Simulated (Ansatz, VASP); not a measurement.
**Al2O3: VASP beside Ansatz**

```xyz
5
Lattice="2.8672 0.0000 0.0000 -1.4336 2.4831 0.0000 0.0000 0.0000 7.2963" Properties=species:S:1:pos:R:3 pbc="T T T"
Al    0.0000    0.0000    1.3917
Al    0.0000    0.0000    5.9046
O     0.0000    1.6554    2.0728
O     1.4336    0.8277    0.0000
O     0.0000    1.6554    5.2234
```

Measurements of this composition are mostly on another form, of space group No. 167.

Alike in both runs: task single point; functional PBE; dispersion D3(BJ); k mesh 9 × 9 × 4; occupations gaussian, width 0.05 eV; no spin polarisation.

|  | VASP | Ansatz |
| --- | --- | --- |
| version | VASP 6.6.1 | Ansatz 0.2.0 |
| potentials or method | VASP PAW PBE potentials, release 64 (Al, O) | scalar-relativistic, plane waves, PAW |
| plane-wave cutoff (eV) | 520 | 520 |
| valence electrons in the cell | 24 | 24 |

|  | VASP | Ansatz | Ansatz less VASP |
| --- | --- | --- | --- |
| gap on the k mesh at the Fermi level (eV) | 4.55 | 4.58 | +0.022 |
| least direct gap on the mesh (eV) | 4.67 | 4.69 | +0.020 |
| pressure (GPa) | 0.0 | 0.0 | -0.02 |
| largest component of the traceless stress (GPa) | 0.29 | 0.02 | -0.265 |
| rms of the force components (eV/Å) | 0.018 | 0.000 | -0.0171 |

Atom by atom the forces differ by 0.018 eV/Å (rms over components).

Caveats: an odd mesh through Γ misses points on the zone boundary, where band edges often lie. A hybrid or GW would open this gap; PBE tends to underestimate it.
